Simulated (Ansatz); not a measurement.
MgO:

```xyz
2
Lattice="0.0000 2.0970 2.0970 2.0970 0.0000 2.0970 2.0970 2.0970 0.0000" Properties=species:S:1:pos:R:3 pbc="T T T"
Mg    0.0000    0.0000    0.0000
O     2.0970    2.0970    2.0970
```

The cell is a database's computed one.

| Item | Value |
| --- | --- |
| Program | Ansatz 0.2.0 |
| Task | relaxation of cell and atoms |
| Functional | RPBE |
| Dispersion | D4 |
| Potentials or basis | Ansatz PAW |
| Cutoff | 420 eV (not typed: the program's choice for these potentials) |
| k mesh | 11 × 11 × 11 |
| Occupations | fermi-dirac, width 0.05 eV |
| Spin | no spin polarisation |

At the start: volume 9.22 Å³/atom.

Q: How do energy, volume and symmetry change on relaxing?

A: It ends after 7 steps and the volume is 9.48 Å³/atom (+2.8 %); space group Fm-3m (No. 225, to 0.05 Å).

The path:
| step | energy change (eV) | largest force (eV/Å) | volume (Å³) |
| --- | --- | --- | --- |
| 1 | 0.0000 | 0.0000 | 18.44 |
| 2 | -0.0036 | 0.0000 | 18.64 |
| 3 | -0.0048 | 0.0000 | 18.92 |
| 4 | -0.0048 | 0.0000 | 18.93 |
| 5 | -0.0065 | 0.0000 | 18.93 |
| 6 | -0.0064 | 0.0000 | 18.95 |
| 7 | -0.0065 | 0.0000 | 18.95 |

Final structure:
```
Mg O
1.0
     0.00000    2.11611    2.11611
     2.11611    0.00000    2.11611
     2.11611    2.11611    0.00000
Mg O
1 1
Direct
  0.00000 0.00000 0.00000
  0.50000 0.50000 0.50000
```

Caveat: the plane-wave basis is chosen anew once the cell has moved, so the energies of steps on either side of that aren't comparable; the pressure holds a Pulay correction of +0.5 GPa for the finite cutoff; the PAW data sets come from PBE, with cores solved anew for the run's functional, which leaves a small shift of forces and pressure.
